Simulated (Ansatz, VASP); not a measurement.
# One calculation of Cs, two programs

```
Cs
1.0
    -3.02250    3.02250    3.02250
     3.02250   -3.02250    3.02250
     3.02250    3.02250   -3.02250
Cs
1
Direct
  0.00000 0.00000 0.00000
```

Alike in both runs: functional PBEsol; k mesh 9 × 9 × 9; occupations fermi-dirac, width 0.05 eV; no spin polarisation.

Ansatz relaxed the structure, and its values are those at the end. VASP's run is a single point on that final structure, the one shown.

|  | VASP | Ansatz |
| --- | --- | --- |
| version | VASP 6.6.1 | Ansatz 0.2.0 |
| potentials or method | VASP PAW PBE potentials, release 64 (Cs_sv) | PAW with Ansatz's default frozen-core files, scalar-relativistic |
| plane-wave cutoff (eV) | 520 | 420 |
| valence electrons in the cell | 9 | 9 |

```tsv
	VASP	Ansatz	Ansatz less VASP
pressure (GPa)	0.0	0.0	+0.01
```

Caveats: the PAW data sets were made with another functional, which shifts forces and pressure a little (VASP). The runs have no spin-orbit coupling, so splittings on Cs are missing.
